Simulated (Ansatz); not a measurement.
# TiO2: the cost of one run

Program: Ansatz 0.2.0. Level of theory: DFT PBE, scalar-relativistic, plane waves, PAW. These are calculated values, not measurements.

A COD entry behind a cell of this session may itself be a prediction, so a difference from it is no test against experiment.

## Step 1: Starting point

Symmetry: P3_121, No. 152, trigonal system. Conventional cell: a = 5.291 Å, b = 5.291 Å, c = 6.133 Å, α = 90.00°, β = 90.00°, γ = 120.00°. Around Ti (site symmetry 2) lie 4 O at 1.73 to 1.88 Å. O (site symmetry 1) is surrounded by 2 Ti at 1.73 to 1.88 Å.

As a file:

```
CELL_PARAMETERS angstrom
7.93650 4.58214 0.00000
-7.93650 4.58214 0.00000
0.00000 0.00000 12.26600
ATOMIC_POSITIONS crystal
Ti 0.15100 0.84900 0.16667
Ti 0.15100 0.84900 0.66667
Ti 0.48433 0.51567 0.16667
Ti 0.48433 0.51567 0.66667
Ti 0.81767 0.18233 0.16667
Ti 0.81767 0.18233 0.66667
Ti 0.15100 0.30200 0.33333
Ti 0.15100 0.30200 0.83333
Ti 0.48433 0.96867 0.33333
Ti 0.48433 0.96867 0.83333
Ti 0.81767 0.63533 0.33333
Ti 0.81767 0.63533 0.83333
Ti 0.36467 0.18233 0.00000
Ti 0.36467 0.18233 0.50000
Ti 0.69800 0.84900 0.00000
Ti 0.69800 0.84900 0.50000
Ti 0.03133 0.51567 0.00000
Ti 0.03133 0.51567 0.50000
O 0.23700 0.06600 0.10750
O 0.23700 0.06600 0.60750
O 0.57033 0.73267 0.10750
O 0.57033 0.73267 0.60750
O 0.90367 0.39933 0.10750
O 0.90367 0.39933 0.60750
O 0.26733 0.83767 0.27417
O 0.26733 0.83767 0.77417
O 0.60067 0.50433 0.27417
O 0.60067 0.50433 0.77417
O 0.93400 0.17100 0.27417
O 0.93400 0.17100 0.77417
O 0.49567 0.09633 0.44083
O 0.49567 0.09633 0.94083
O 0.82900 0.76300 0.44083
O 0.82900 0.76300 0.94083
O 0.16233 0.42967 0.44083
O 0.16233 0.42967 0.94083
O 0.23700 0.17100 0.39250
O 0.23700 0.17100 0.89250
O 0.57033 0.83767 0.39250
O 0.57033 0.83767 0.89250
O 0.90367 0.50433 0.39250
O 0.90367 0.50433 0.89250
O 0.26733 0.42967 0.22583
O 0.26733 0.42967 0.72583
O 0.60067 0.09633 0.22583
O 0.60067 0.09633 0.72583
O 0.93400 0.76300 0.22583
O 0.93400 0.76300 0.72583
O 0.49567 0.39933 0.05917
O 0.49567 0.39933 0.55917
O 0.82900 0.06600 0.05917
O 0.82900 0.06600 0.55917
O 0.16233 0.73267 0.05917
O 0.16233 0.73267 0.55917
```

The runs take a perfect supercell of 54 atoms; the defect goes to fractional position (0.151, 0.849, 0.167).

## Step 2: The perfect supercell

File input.yaml:

```yaml
crystal:
  lattice:
    - [7.9365, 4.58214, 0.0]
    - [-7.9365, 4.58214, 0.0]
    - [0.0, 0.0, 12.266]
  atoms:
    - { symbol: Ti, position: [0.151, 0.849, 0.166667] }
    - { symbol: Ti, position: [0.151, 0.849, 0.666667] }
    - { symbol: Ti, position: [0.484333, 0.515667, 0.166667] }
    - { symbol: Ti, position: [0.484333, 0.515667, 0.666667] }
    - { symbol: Ti, position: [0.817667, 0.182333, 0.166667] }
    - { symbol: Ti, position: [0.817667, 0.182333, 0.666667] }
    - { symbol: Ti, position: [0.151, 0.302, 0.333333] }
    - { symbol: Ti, position: [0.151, 0.302, 0.833333] }
    - { symbol: Ti, position: [0.484333, 0.968667, 0.333333] }
    - { symbol: Ti, position: [0.484333, 0.968667, 0.833333] }
    - { symbol: Ti, position: [0.817667, 0.635333, 0.333333] }
    - { symbol: Ti, position: [0.817667, 0.635333, 0.833333] }
    - { symbol: Ti, position: [0.364667, 0.182333, 0.0] }
    - { symbol: Ti, position: [0.364667, 0.182333, 0.5] }
    - { symbol: Ti, position: [0.698, 0.849, 0.0] }
    - { symbol: Ti, position: [0.698, 0.849, 0.5] }
    - { symbol: Ti, position: [0.031333, 0.515667, 0.0] }
    - { symbol: Ti, position: [0.031333, 0.515667, 0.5] }
    - { symbol: O, position: [0.237, 0.066, 0.1075] }
    - { symbol: O, position: [0.237, 0.066, 0.6075] }
    - { symbol: O, position: [0.570333, 0.732667, 0.1075] }
    - { symbol: O, position: [0.570333, 0.732667, 0.6075] }
    - { symbol: O, position: [0.903667, 0.399333, 0.1075] }
    - { symbol: O, position: [0.903667, 0.399333, 0.6075] }
    - { symbol: O, position: [0.267333, 0.837667, 0.274167] }
    - { symbol: O, position: [0.267333, 0.837667, 0.774167] }
    - { symbol: O, position: [0.600667, 0.504333, 0.274167] }
    - { symbol: O, position: [0.600667, 0.504333, 0.774167] }
    - { symbol: O, position: [0.934, 0.171, 0.274167] }
    - { symbol: O, position: [0.934, 0.171, 0.774167] }
    - { symbol: O, position: [0.495667, 0.096333, 0.440833] }
    - { symbol: O, position: [0.495667, 0.096333, 0.940833] }
    - { symbol: O, position: [0.829, 0.763, 0.440833] }
    - { symbol: O, position: [0.829, 0.763, 0.940833] }
    - { symbol: O, position: [0.162333, 0.429667, 0.440833] }
    - { symbol: O, position: [0.162333, 0.429667, 0.940833] }
    - { symbol: O, position: [0.237, 0.171, 0.3925] }
    - { symbol: O, position: [0.237, 0.171, 0.8925] }
    - { symbol: O, position: [0.570333, 0.837667, 0.3925] }
    - { symbol: O, position: [0.570333, 0.837667, 0.8925] }
    - { symbol: O, position: [0.903667, 0.504333, 0.3925] }
    - { symbol: O, position: [0.903667, 0.504333, 0.8925] }
    - { symbol: O, position: [0.267333, 0.429667, 0.225833] }
    - { symbol: O, position: [0.267333, 0.429667, 0.725833] }
    - { symbol: O, position: [0.600667, 0.096333, 0.225833] }
    - { symbol: O, position: [0.600667, 0.096333, 0.725833] }
    - { symbol: O, position: [0.934, 0.763, 0.225833] }
    - { symbol: O, position: [0.934, 0.763, 0.725833] }
    - { symbol: O, position: [0.495667, 0.399333, 0.059167] }
    - { symbol: O, position: [0.495667, 0.399333, 0.559167] }
    - { symbol: O, position: [0.829, 0.066, 0.059167] }
    - { symbol: O, position: [0.829, 0.066, 0.559167] }
    - { symbol: O, position: [0.162333, 0.732667, 0.059167] }
    - { symbol: O, position: [0.162333, 0.732667, 0.559167] }
basis:
  ecutwfc: 420
  fft_grid_basis: typed
kpoints:
  mp_grid: { grid: [3, 3, 1] }
hamiltonian:
  xc: pbe
  pseudopotentials: { kind: paw }
scf:
  occupations: { method: gaussian, width: 0.05 }
output:
  forces: true
  stress: false
  eigenvalues: true
  bader: false
  write_density: true
  volumetric_format: npy
```

The run is started by

```sh
ansatz run input.yaml --threads 8 --pin off --max-ram 16384MiB --backend cpu --events-out ev --progress --plain --runs-dir out
```

What time and memory should one allow on 8 threads of Arm Neoverse V2, shared host?

About 13 s, with a peak of 3.1 GiB.
